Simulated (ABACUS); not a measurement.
The system is Ca.

```xyz
1
Lattice="-2.0965 2.1017 2.4454 2.0965 -2.1017 2.4454 2.0965 2.1017 -2.4454" Properties=species:S:1:pos:R:3 pbc="T T T"
Ca    0.0000    0.0000    2.4454
```

This isn't the form of Ca at room conditions, which is fcc.

- Program: ABACUS 3.10.1
- Task: single point
- Functional: PBE
- Potentials or basis: PseudoDojo NC SR 0.4.1 PBE standard
- Cutoff: 925 eV
- Density cutoff: 3701 eV
- Basis: plane waves
- k mesh: 9 × 9 × 9
- Occupations: fermi-dirac, width 0.05 eV
- Spin: no spin polarisation

On this cell: pressure -0.4 GPa; band gap on the k mesh none (metal or under the smearing width).

The same run follows on a disturbed copy (cell strained at random at fixed volume):

```
CELL_PARAMETERS angstrom
-2.09397 2.12784 2.41316
2.17093 -2.12637 2.47787
2.03337 2.06593 -2.41189
ATOMIC_POSITIONS crystal
Ca 0.50379 0.51210 0.00380
```

Question: What changes?

Answer: The energy (extrapolated to zero smearing) moves by +2.5 meV/atom; pressure -0.4 GPa; band gap on the k mesh none (metal or under the smearing width).

Stress tensor (GPa, compression positive):
```
-0.55  0.28 -0.42
 0.28 -0.48 -0.05
-0.42 -0.05 -0.21
```
